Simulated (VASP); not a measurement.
Wanted: the native input for a VASP 6.6.1 run.

* Task: single point
* Functional: PBEsol
* Potentials or basis: VASP PAW PBE potentials, release 64 (Mg)
* Cutoff: 520 eV
* k mesh: 13 × 13 × 13
* Occupations: fermi-dirac, width 0.136057 eV
* Spin: no spin polarisation
* Dipole correction: no
* Further INCAR settings: ALGO = Normal; EDIFF = 1e-06; NBANDS = 7

The structure of Mg lies in POSCAR:

```
Mg
1.0
   -1.7770227552      1.7770227552      1.7770227552
    1.7770227552     -1.7770227552      1.7770227552
    1.7770227552      1.7770227552     -1.7770227552
Mg
1
Direct
    0.0000000000      0.0000000000      0.0000000000
```

The cell was built by a generator and needn't be a form met in nature.

The input as run:

INCAR

```
PREC = Accurate
ENCUT = 520
EDIFF = 1E-6
ISMEAR = -1
SIGMA = 0.13605693000000002
LREAL = F
LASPH = T
NELM = 80
ALGO = Normal
ISIF = 2
LWAVE = F
LCHARG = F
GGA = PS
NBANDS = 7
```

KPOINTS

```
regular mesh
0
Gamma
  13 13 13
```

Potentials or basis: VASP PAW PBE potentials, release 64 (Mg).

The run is started by

```sh
$ cat potpaw_PBE.64/Mg/POTCAR > POTCAR
$ mpirun -np 1 vasp_std > vasp.out
```

It gave:

| Item | Value |
| --- | --- |
| Pressure | 0.1 GPa |
| Band gap on the k mesh | none (metal or under the smearing width) |

Caveat: the PAW data sets were made with another functional, which shifts forces and pressure a little.

Wall time 4.7 s on 1 thread of Intel(R) Xeon(R) Platinum 8488C (Sapphire Rapids), with other jobs on the host, peak memory 0.14 GiB.
